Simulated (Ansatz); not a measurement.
# Si: energies, forces and stress near the listed structure

A set of self-consistent runs on Si under random distortions, further strains and shifts, distortions that keep the symmetry, other functionals, to map its energy surface near the listed cell.

Method: DFT PBE, scalar-relativistic, plane waves, PAW, unless a step's input says otherwise, in Ansatz 0.2.0.

## 1. The system as given

The structure is hexagonal, space group P6/mmm (No. 191). The conventional cell has a = 2.621 Å, b = 2.621 Å, c = 2.466 Å, α = 90.00°, β = 90.00°, γ = 120.00°. Around Si (site symmetry 6/mmm) lie 8 Si at 2.47 to 2.62 Å.

Coordinates:

```
Si
1.0
     2.62054    0.00000    0.00000
    -1.31027    2.26946    0.00000
     0.00000    0.00000    2.46635
Si
1
Direct
  0.00000 0.00000 0.00000
```

The structure comes from the Materials Project (structure only).

## 2. A random distortion, cell strained

Against the listed cell: strain xx, yy, zz, yz, xz, xy = +1.8, -2.9, -2.6, -2.5, +1.2, -1.6 %.

input.yaml reads:

```yaml
crystal:
  lattice:
    - [2.666821601, -0.0417976579, 0.0323637038]
    - [-1.3696086341, 2.2256078801, -0.0719650963]
    - [0.0304594767, -0.0606229909, 2.4018345592]
  atoms:
    - { symbol: Si, position: [0.0, 0.0, 0.0] }
basis:
  ecutwfc: 420
kpoints:
  mp_grid: { grid: [16, 16, 16] }
hamiltonian:
  xc: pbe
scf:
  occupations: { method: gaussian, width: 0.1 }
output:
  forces: true
  stress: true
  eigenvalues: true
```

Command:

```sh
ansatz run input.yaml --threads 1 --pin off --max-ram 1331MiB --backend cpu --events-out ev --progress --plain --runs-dir out
```

## 3. A distortion that keeps the symmetry

input.yaml reads:

```yaml
crystal:
  lattice:
    - [2.6009935655, 0.0, 0.0]
    - [-1.3004967828, 2.2525265028, 0.0]
    - [0.0, 0.0, 2.5959366497]
  atoms:
    - { symbol: Si, position: [0.0, 0.0, 0.0] }
basis:
  ecutwfc: 420
kpoints:
  mp_grid: { grid: [18, 18, 16] }
hamiltonian:
  xc: pbe
scf:
  occupations: { method: gaussian, width: 0.1 }
output:
  forces: true
  stress: true
  eigenvalues: true
```

## 4. Another functional, on a distorted cell: r2SCAN

input.yaml reads:

```yaml
crystal:
  lattice:
    - [2.651884507, 0.0, 0.0]
    - [-1.3259422535, 2.2965993509, 0.0]
    - [0.0, 0.0, 2.4958519885]
  atoms:
    - { symbol: Si, position: [0.0, 0.0, 0.0] }
basis:
  ecutwfc: 500
kpoints:
  mp_grid: { grid: [18, 18, 16] }
hamiltonian:
  xc: r2scan
scf:
  occupations: { method: gaussian, width: 0.1 }
output:
  forces: true
  stress: true
  eigenvalues: true
```

## 5. A change within the space group

input.yaml reads:

```yaml
crystal:
  lattice:
    - [2.4715911613, 0.0, 0.0]
    - [-1.2357955807, 2.1404607334, 0.0]
    - [0.0, 0.0, 2.5481387016]
  atoms:
    - { symbol: Si, position: [0.0, 0.0, 0.0] }
basis:
  ecutwfc: 420
kpoints:
  mp_grid: { grid: [18, 18, 16] }
hamiltonian:
  xc: pbe
scf:
  occupations: { method: gaussian, width: 0.1 }
output:
  forces: true
  stress: true
  eigenvalues: true
```

## 6. A random distortion, cell strained

input.yaml reads:

```yaml
crystal:
  lattice:
    - [2.7914022064, -0.0231393931, 0.0275681104]
    - [-1.4157404055, 2.3481341791, -0.0010297088]
    - [0.0259460482, 0.0138609117, 2.493065008]
  atoms:
    - { symbol: Si, position: [0.0, 0.0, 0.0] }
basis:
  ecutwfc: 420
kpoints:
  mp_grid: { grid: [16, 16, 14] }
hamiltonian:
  xc: pbe
scf:
  occupations: { method: gaussian, width: 0.1 }
output:
  forces: true
  stress: true
  eigenvalues: true
  populations: true
```

## 7. A distortion that keeps the symmetry

input.yaml reads:

```yaml
crystal:
  lattice:
    - [2.6696255818, 0.0, 0.0]
    - [-1.334812791, 2.3119635724, 0.0]
    - [0.0, 0.0, 2.7345211028]
  atoms:
    - { symbol: Si, position: [0.0, 0.0, 0.0] }
basis:
  ecutwfc: 420
kpoints:
  mp_grid: { grid: [18, 18, 16] }
hamiltonian:
  xc: pbe
scf:
  occupations: { method: gaussian, width: 0.1 }
output:
  forces: true
  stress: true
  eigenvalues: true
```

## 8. A distortion that keeps the symmetry

input.yaml: that of step 7 with these lines changed.

```diff
@@ -2,5 +2,5 @@
   lattice:
-    - [2.6696255818, 0.0, 0.0]
-    - [-1.334812791, 2.3119635724, 0.0]
-    - [0.0, 0.0, 2.7345211028]
+    - [2.6942586843, 0.0, 0.0]
+    - [-1.3471293422, 2.3332964649, 0.0]
+    - [0.0, 0.0, 2.4617423073]
   atoms:
```

## 9. Functional and cell changed: r2SCAN

input.yaml reads:

```yaml
crystal:
  lattice:
    - [2.7347984816, 0.0, 0.0]
    - [-1.3673992409, 2.3684049593, 0.0]
    - [0.0, 0.0, 2.5738874414]
  atoms:
    - { symbol: Si, position: [0.0, 0.0, 0.0] }
basis:
  ecutwfc: 500
kpoints:
  mp_grid: { grid: [18, 18, 16] }
hamiltonian:
  xc: r2scan
scf:
  occupations: { method: gaussian, width: 0.1 }
output:
  forces: true
  stress: true
  eigenvalues: true
```

## 10. A distortion that keeps the symmetry

input.yaml reads:

```yaml
crystal:
  lattice:
    - [2.6833048153, 0.0, 0.0]
    - [-1.3416524077, 2.3238101362, 0.0]
    - [0.0, 0.0, 2.5624188935]
  atoms:
    - { symbol: Si, position: [0.0, 0.0, 0.0] }
basis:
  ecutwfc: 420
kpoints:
  mp_grid: { grid: [18, 18, 16] }
hamiltonian:
  xc: pbe
scf:
  occupations: { method: gaussian, width: 0.1 }
output:
  forces: true
  stress: true
  eigenvalues: true
```

Q: Predict the outcome of this session. Wanted: for each run, case; energy; pressure; largest force.

The runs gave:

```
step                                             case  energy (meV/atom)  pressure (GPa)  largest force (eV/Å)  gap on the mesh (eV)
   2               a random distortion, cell strained               +0.0             9.0                  0.00                  0.00
   3             a distortion that keeps the symmetry             -19.2*            -0.7                  0.00                  0.00
   4  another functional, on a distorted cell: r2SCAN                n/a            -1.8                  0.00                  0.00
   5                  a change within the space group             +95.8*            16.4                  0.00                  0.00
   6               a random distortion, cell strained             -16.3*            -6.2                  0.00                  0.00
   7             a distortion that keeps the symmetry             +58.1*            -8.4                  0.00                  0.00
   8             a distortion that keeps the symmetry             -36.9*            -2.0                  0.00                  0.00
   9              functional and cell changed: r2SCAN                n/a            -9.6                  0.00                  0.00
  10             a distortion that keeps the symmetry             -28.2*            -5.4                  0.00                  0.00
```

Energies are counted from step 2, with the smearing taken to zero; a star marks another k mesh, which can shift energies by itself, so starred rows don't rank against the others. Other atoms or functionals have another zero of energy (n/a). A gap of 0.00 means none on the mesh at this level.

**Reading.** With one atom in the cell, moving it shifts the whole crystal, so no force arises from that. The pressure is 16.4 GPa in the smallest cell and -8.4 GPa in the largest; between them shape and moved atoms count too. The distorted cells of the listed formula and level show no gap on the mesh.
